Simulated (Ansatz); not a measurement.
## NaH, space group Pm-3m: a phonon calculation by linear response

Run with the Ansatz DFT code, driven from Python.

Script `dfpt.py`:
```python
"""DFPT phonons of NaH."""

from pathlib import Path

import ansatz as az
import numpy as np


def main() -> None:
    structure = (
        az.Lattice.of([2.955124, 0.0, 0.0], [0.0, 2.955124, 0.0], [0.0, 0.0, 2.955124])
        .atom("Na", [0.0, 0.0, 0.0])
        .atom("H", [0.5, 0.5, 0.5])
    )

    calculation = (
        structure.calculation()
        .functional("LDA")
        .occupations("fixed")
        .kpoints(6, 6, 6)
        .phonons("dfpt", points=[(0, 0, 0), (0.5, 0.5, 0.5)])
    )
    out = calculation.run(threads=1, backend="cpu", runs_dir="runs")
    ph = out.phonons

    for q in ph.qpoints:
        print("q =", np.round(q.q_frac, 3), "1/cm:", " ".join(f"{w:.1f}" for w in q.omega_inv_cm))


if __name__ == "__main__":
    main()
```

`python dfpt.py` gives:
```text
DeckWarning: basis.ecutwfc = 420 eV, auto-derived from the records' recommended cutoffs: set by Na (normal level)
q = [0. 0. 0.] 1/cm: -0.0 0.0 0.0 297.3 297.3 297.3
q = [0.5 0.5 0.5] 1/cm: 177.2 177.2 177.2 709.7 709.7 709.7
```
(Warnings from the package without file and line.)

Reading the output:
- The cell isn't relaxed first, so the values belong to this volume.
- No non-analytic term is added, so at the zone centre the longitudinal optical modes of a polar crystal aren't split off.
- This cell is a computed structure, which may not be the phase found in nature.
- The structure is taken as given; imaginary modes can come from an unrelaxed or unstable start.
- Finished in 3 s on 1 thread of Arm Neoverse V2, on a shared host, peak memory 0.38 GiB.

(Lines on the test bed's own set-up are left out of the output.)
